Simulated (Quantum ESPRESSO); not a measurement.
**BeS under changes of volume**

One of the cells (14.261 Å³/atom); the others are scaled copies at fixed shape and fractional positions:

```
S Be
1.0
     0.00000    2.42500    2.42500
     2.42500    0.00000    2.42500
     2.42500    2.42500    0.00000
S Be
1 1
Direct
  0.75000 0.75000 0.75000
  0.00000 0.00000 0.00000
```

* Program: Quantum ESPRESSO 7.5
* Functional: LDA
* Potentials or basis: GBRV 1.5 LDA
* Cutoff: 612 eV
* Density cutoff: 4898 eV
* k mesh: 9 × 9 × 9
* Occupations: fermi-dirac, width 0.05 eV
* Spin: no spin polarisation

```tsv
volume (Å³/atom)	energy over the lowest point (meV/atom)	pressure (GPa)	gap on the mesh (eV)
13.405	3.49	3.1	2.86
13.690	0.00	0.8	2.91
13.975	?	?	?
14.261	4.38	-3.2	2.99
14.546	11.55	-4.9	3.03
14.831	21.62	-6.4	3.07
15.116	34.29	-7.9	3.10
```

Q: What does the run at 13.975 Å³/atom give?

A: Energy over the lowest point 0.42 meV/atom; pressure -1.3 GPa; gap on the mesh 2.95 eV.

Worked out: A Birch-Murnaghan fit of order 3 (a polynomial in V^(-2/3)) to the other rows has its minimum at 13.80 Å³/atom with B0 = V·E''(V) = 102 GPa and B' = 3.9. It gives 0.41 meV/atom at 13.975 Å³/atom, against the run's 0.42, and -dE/dV = -1.3 GPa, against -1.3. A straight line through the other rows of the gap, of slope 2 eV per unit of ln V, gives 2.95 eV, against the run's 2.95.

Energies are extrapolated to zero smearing.

Caveats: an odd mesh through Γ misses points on the zone boundary, where band edges often lie.
